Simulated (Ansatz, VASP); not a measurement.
# Pt in VASP and in Ansatz

```
CELL_PARAMETERS angstrom
0.00000 1.99301 1.99301
1.99301 0.00000 1.99301
1.99301 1.99301 0.00000
ATOMIC_POSITIONS crystal
Pt 0.00000 0.00000 0.00000
```

Alike in both runs: functional PBE; k mesh 17 × 17 × 17; occupations fermi-dirac, width 0.05 eV; no spin polarisation.

Ansatz relaxed the structure, and its values are those at the end. VASP's run is a single point on that final structure, the one shown.

|  | VASP | Ansatz |
| --- | --- | --- |
| version | VASP 6.6.1 | Ansatz 0.2.0 |
| potentials or method | VASP PAW PBE potentials, release 64 (Pt), cutoff 520 eV | all-electron LAPW, scalar-relativistic |

|  | VASP | Ansatz | Ansatz less VASP |
| --- | --- | --- | --- |
| pressure (GPa) | -3.3 | -2.9 | +0.43 |

Ansatz ran all-electron here, so the differences hold the error of VASP's frozen core and of both bases.

Spin-orbit coupling is left out, which matters for the levels of Pt.
